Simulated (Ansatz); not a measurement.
**TiTe2 (CdI2-type structure)**

Method: PBE, scalar-relativistic; no spin polarisation; PAW, 420 eV, 10×10×6 k-mesh, Gaussian smearing of 0.05 eV; code Ansatz; PAW files: Ansatz's generated set soft_2.

```
CELL_PARAMETERS angstrom
3.75711 0.00000 0.00000
-1.87856 3.25375 0.00000
0.00000 0.00000 7.05880
ATOMIC_POSITIONS crystal
Ti 0.00000 0.00000 0.00000
Te 0.33333 0.66667 0.24657
Te 0.66667 0.33333 0.75343
```

The Crystallography Open Database holds a cell of this formula and space group, from which this one stands far in volume, proportions or bonds. The database's entry of this formula in the relaxed cell's space group, P-3m1, has axes of 3.777 × 3.777 × 6.498 Å and 26.76 Å³/atom (1981), the relaxed one 3.757 × 3.757 × 7.059 Å and 28.76.

Path: Γ–M–K–Γ–A–L–H–A | L–M | H–K, with Γ = (0.000, 0.000, 0.000), M = (0.500, 0.000, 0.000), K = (0.333, 0.333, 0.000), A = (0.000, 0.000, 0.500), L = (0.500, 0.000, 0.500), H = (0.333, 0.333, 0.500) in reciprocal vectors of the calculation's cell.

**Question.** Is it a metal or an insulator, and if it has a gap, where are the band edges on this path?

**Answer.** A metal: bands cross the Fermi level.

Levels between -4 and 4 eV from the Fermi level at the path's named points:
```tsv
point	below E_F (eV)	above E_F (eV)
Γ	-1.49 -1.49 -0.20	0.31 0.43 0.43 1.16 1.16 3.24 3.24
M	-3.81 -2.31 -2.31 -1.71 -0.80 -0.02	1.19 1.52 2.53 3.17
K	-3.97 -3.56 -3.56 -2.53 -2.14 -2.14	1.06 1.35 1.35 2.14 2.14
A	-3.67 -2.36 -1.47 -1.47	0.43 0.43 0.84 1.04 1.04 3.42 3.42
L	-2.37 -1.81 -1.30 -0.57 -0.24	1.19 1.51 2.81 3.35
H	-3.76 -3.76 -3.73 -2.92 -1.81 -1.81	1.06 1.06 1.06 2.75 2.75
```

It ran for 15 s on 4 threads of Arm Neoverse V2, on a shared host, peak memory 0.62 GiB.

Spin–orbit coupling, which matters for such heavy elements, is left out. The structure is built of weakly bound layers, and this functional has no dispersion term, so their spacing and all that hangs on it (volume, the soft elastic constants, low modes, dielectric constants) are poorly given.
